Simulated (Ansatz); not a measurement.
# AlNi3 under changes of volume

One of the cells (10.998 Å³/atom); the others are scaled copies at fixed shape and fractional positions:

```xyz
4
Lattice="0.0000 2.8019 2.8019 2.8019 0.0000 2.8019 2.8019 2.8019 0.0000" Properties=species:S:1:pos:R:3 pbc="T T T"
Ni    4.2028    4.2028    4.2028
Ni    0.0000    0.0000    0.0000
Ni    1.4009    1.4009    1.4009
Al    2.8019    2.8019    2.8019
```

The cell comes from a database or a generator and needn't be the stable form of this composition.

```yaml
Program: Ansatz 0.2.0
Functional: PBEsol
Potentials_or_basis: Ansatz PAW
Cutoff: "420 eV (not typed: the program's choice for these potentials)"
k_mesh: 8 × 8 × 8
Occupations: fermi-dirac, width 0.05 eV
Spin: collinear spin, ferromagnetic start
Starting_moments: "[1.0, 1.0, 1.0, 0.0] μB"
```

```tsv
volume (Å³/atom)	energy over the lowest point (meV/atom)	pressure (GPa)
10.338	24.14	13.4
10.558	9.54	8.1
10.778	1.74	3.5
10.998	0.00	-0.7
11.218	3.69	-4.5
11.438	?	?
11.658	25.13	-10.8
```

Problem. What does the run at 11.438 Å³/atom give?

Solution. Energy over the lowest point 12.24 meV/atom; pressure -7.8 GPa.

Worked out: A Birch-Murnaghan fit of order 3 (a polynomial in V^(-2/3)) to the other rows has its minimum at 10.95 Å³/atom with B0 = V·E''(V) = 201 GPa and B' = 4.6. It gives 12.24 meV/atom at 11.438 Å³/atom, against the run's 12.24, and -dE/dV = -7.9 GPa, against -7.8.

Energies are extrapolated to zero smearing.

Caveats: the PAW data sets come from PBE, with cores solved anew for the run's functional, which leaves a small shift of forces and pressure; the starting moments weren't kept.
